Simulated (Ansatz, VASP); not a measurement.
## CuO in VASP and in Ansatz

```
Cu O
1.0
     0.00000    2.55255    2.55255
     2.55255    0.00000    2.55255
     2.55255    2.55255    0.00000
Cu O
2 2
Direct
  0.00000 0.00000 0.00000
  0.50000 0.50000 0.50000
  0.25000 0.25000 0.25000
  0.75000 0.75000 0.75000
```

Measurements of this composition are mostly on another form, of space group No. 15.

Alike in both runs: task single point; functional r2SCAN; k mesh 6 × 6 × 6; occupations gaussian, width 0.05 eV; collinear spin, ferrimagnetic start; Hubbard terms Cu d U = 4 eV.

|  | VASP | Ansatz |
| --- | --- | --- |
| version | VASP 6.6.1 | Ansatz 0.2.0 |
| potentials or method | VASP PAW PBE potentials, release 64 (Cu, O) | Ansatz PAW |
| plane-wave cutoff (eV) | 520 | 500 |
| valence electrons in the cell | 34 | 50 |

```csv
,VASP,Ansatz,Ansatz less VASP
gap on the k mesh at the Fermi level (eV),none,none,-
pressure (GPa),11.2,17.7,+6.49
net moment per atom (μB),0.50,0.50,0.000
size of the moment on the site where the two differ most (μB),0.58,0.66,+0.078
```

Site moments also hang on the region over which each program counts them. The programs project onto different local orbitals, so the same U acts differently. A gap of «none» marks a metal or a gap that the smearing closes. The two sets of potentials don't hold the same shells in valence.

Caveats: the PAW data sets were made with another functional, which shifts forces and pressure a little (VASP); the magnetic or orbital state may not be the lowest (Ansatz); the PAW data sets come from PBE, with cores solved anew for the run's functional, which leaves a small shift of forces and pressure (Ansatz); the starting moments weren't kept (Ansatz). The state reached can hang on the start; a lower one may exist.
